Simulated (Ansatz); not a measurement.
InN (wurtzite)

```xyz
4
Lattice="3.5475 0.0000 0.0000 -1.7737 3.0722 0.0000 0.0000 0.0000 5.7226" Properties=species:S:1:pos:R:3 pbc="T T T"
In     1.7737     1.0241     0.0129
In     0.0000     2.0481     2.8742
N      1.7737     1.0241     3.5648
N      0.0000     2.0481     0.7035
```

This relaxed cell (volume V₀) is scaled evenly in all directions, its shape held. The atoms relax within the cell's symmetry.

Method: r2SCAN (plane waves to 500 eV, PAW, scalar-relativistic; Ansatz, an electronic-structure program). k mesh 11×11×6 (Γ-centred), Fermi-Dirac smearing 0.05 eV. Energies are smeared free energies. Stress and pressure are positive under compression. With the shape held, the modulus is that of even scaling; a crystal free to change shape is softer. InN was relaxed with its symmetry unable to fall. The zero of ΔE is the relaxed starting cell.

```csv
V (Å³/atom),ΔE (meV/atom)
14.657,27.5
14.890,15.0
15.124,6.5
15.358,1.6
15.592,0.0
15.826,1.5
16.060,5.8
16.294,withheld
16.528,22.0
```

Q: Fit a third-order Birch-Murnaghan form (E₀, V₀, B₀, B₀′ free) to the given rows and predict ΔE at V = 16.294.

A: Least squares on the 8 given rows: ΔE = E₀ + (9V₀B₀/16)·y²·[2 + (B₀′ − 4)y], y = (V₀/V)^(2/3) − 1, with V₀ = 15.592 Å³/atom, B₀ = 139.9 GPa (160.2 GPa = 1 eV/Å³; the term in eV is multiplied by 1000), B₀′ = 4.65, E₀ = 0.00 meV/atom; root-mean-square residual 0.02 meV/atom. At 16.294 the fit gives 12.7 meV/atom; the calculation gives 12.7 meV/atom, the same to the digits shown. For the pressure the fit gives -5.6 GPa against the computed -5.6 GPa.

(A scan under strain: stresses follow from slopes of the energy per volume, elastic moduli from its curvatures.)
